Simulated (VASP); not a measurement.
Output of a VASP run:

OSZICAR:
```
       N       E                     dE             d eps       ncg     rms          rms(c)
DAV:   1     0.951127877339E+02    0.95113E+02   -0.59914E+03   480   0.107E+03
DAV:   2     0.255885702778E+01   -0.92554E+02   -0.86149E+02   728   0.166E+02
DAV:   3    -0.511311798871E+01   -0.76720E+01   -0.76526E+01   596   0.546E+01
DAV:   4    -0.522743612075E+01   -0.11432E+00   -0.11429E+00   572   0.836E+00
DAV:   5    -0.522900041080E+01   -0.15643E-02   -0.15643E-02   588   0.103E+00    0.175E+00
DAV:   6    -0.509369459579E+01    0.13531E+00   -0.18839E-01   544   0.200E+00    0.136E+00
DAV:   7    -0.507152366164E+01    0.22171E-01   -0.18480E-01   568   0.210E+00    0.714E-01
DAV:   8    -0.508065626425E+01   -0.91326E-02   -0.17655E-02   528   0.903E-01    0.847E-02
DAV:   9    -0.508169019812E+01   -0.10339E-02   -0.20269E-03   564   0.302E-01    0.865E-02
DAV:  10    -0.508192397090E+01   -0.23377E-03   -0.34229E-04   536   0.153E-01    0.238E-02
DAV:  11    -0.508192559932E+01   -0.16284E-05   -0.50196E-05   580   0.348E-02    0.104E-02
DAV:  12    -0.508193091639E+01   -0.53171E-05   -0.14429E-05   532   0.310E-02    0.141E-03
DAV:  13    -0.508193114678E+01   -0.23039E-06   -0.27213E-07   596   0.370E-03    0.922E-04
DAV:  14    -0.508193124138E+01   -0.94601E-07   -0.17941E-07   492   0.338E-03
   1 F= -.50819312E+01 E0= -.50819312E+01  d E =-.125722E-11
```

### OUTCAR
```
------------------------ aborting loop because EDIFF is reached ----------------------------------------
  FORCE on cell =-STRESS in cart. coord.  units (eV):
  Direction    XX          YY          ZZ          XY          YZ          ZX
  --------------------------------------------------------------------------------------
  Total        0.3471992      0.3471992      0.3471992      0.0000000      0.0000000      0.0000000
  in kB        5.2648044      5.2648044      5.2648044      0.0000000      0.0000000      0.0000000
  external PRESSURE =       5.2648044 kB  Pullay stress =       0.0000000 kB
  volume of cell :      105.66
      direct lattice vectors                 reciprocal lattice vectors
     4.727545223  0.000000000  0.000000000     0.211526268  0.000000000  0.000000000
     0.000000000  4.727545223  0.000000000     0.000000000  0.211526268  0.000000000
     0.000000000  0.000000000  4.727545223     0.000000000  0.000000000  0.211526268
 POSITION                                       TOTAL-FORCE (eV/Angst)
 -----------------------------------------------------------------------------------
      0.00000      0.00000      0.00000         0.000000      0.000000      0.000000
      2.36377      2.36377      2.36377         0.000000      0.000000      0.000000
 -----------------------------------------------------------------------------------
    total drift:                               -0.000000      0.000000      0.000000
  FREE ENERGIE OF THE ION-ELECTRON SYSTEM (eV)
  ---------------------------------------------------
  free  energy   TOTEN  =        -5.0819312414 eV

  energy  without entropy=       -5.0819312414  energy(sigma->0) =       -5.08193124
```
(Selected blocks of OUTCAR.)

POSCAR:
```
CsI
1
    4.7275452228     0.0000000000     0.0000000000
    0.0000000000     4.7275452228     0.0000000000
    0.0000000000     0.0000000000     4.7275452228
Cs I
1 1
Direct
  0.0000000000   0.0000000000   0.0000000000
  0.5000000000   0.5000000000   0.5000000000
```

**Question.** Reconstruct the remaining input files.

**Answer.** Several could match; the one computed here: the input of the run itself, revPBE GGA, plane waves, VASP's PBE PAW potentials (set 64).

KPOINTS:
```
Regular mesh
0
gamma
 6 6 6
```

INCAR:
```
# general
SYSTEM   =  CsI
PREC     =  Accurate
ENCUT    =  520
LREAL    =  .FALSE.
LASPH    =  .TRUE.

# electronic loop
EDIFF    =  1E-7
NELM     =  100
ALGO     =  Normal
LMAXMIX  =  4

# smearing
ISMEAR   =  0
SIGMA    =  0.05

# functional
GGA      =  RE

# ions
ISIF     =  2

# output
LWAVE    =  .FALSE.
LCHARG   =  .FALSE.
```

POTCAR, in this order: Cs_sv I (PBE.64 set). Program: vasp_std.

The compound is CsI in the CsCl type structure. This cell is one point of a volume scan, at 0.94 of the reference volume.
